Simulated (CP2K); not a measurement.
Hf:

```
Hf
1.0
     3.19670    0.00000    0.00000
    -1.59835    2.76842    0.00000
     0.00000    0.00000    5.05780
Hf
2
Direct
  0.66667 0.33333 0.75000
  0.33333 0.66667 0.25000
```

Base run:

```yaml
Program: CP2K 2026.2
Functional: BLYP
Potentials_or_basis: POTENTIAL_UZH Hf GTH-PBE-q12; TZVP-MOLOPT-PBE-GTH basis
Density_cutoff: 9184 eV
k_mesh: 10 × 10 × 5
Occupations: fermi-dirac, width 0.05 eV
Spin: no spin polarisation
```

Its results: band gap on the k mesh none (metal or under the smearing width); pressure 3.7 GPa.

**Question.** After a change of settings the same cell gave: band gap on the k mesh none (metal or under the smearing width); pressure 1.4 GPa. Which change was it?
A. functional from BLYP to BEEF-vdW
B. functional from BLYP to PBEsol
C. functional from BLYP to PBEsol; density cutoff from 9184 eV to 6123 eV; cutoff of the grids from 675 Ry to 450 Ry; potential files from those of the base run to others of the same set
D. functional from BLYP to OLYP

**Answer.** A.

Caveats: the potentials were made for another functional, which shifts forces and pressure; the basis of atomic orbitals isn't converged, which shifts pressures, moduli and gaps.

Not every run made on this cell is shown here.
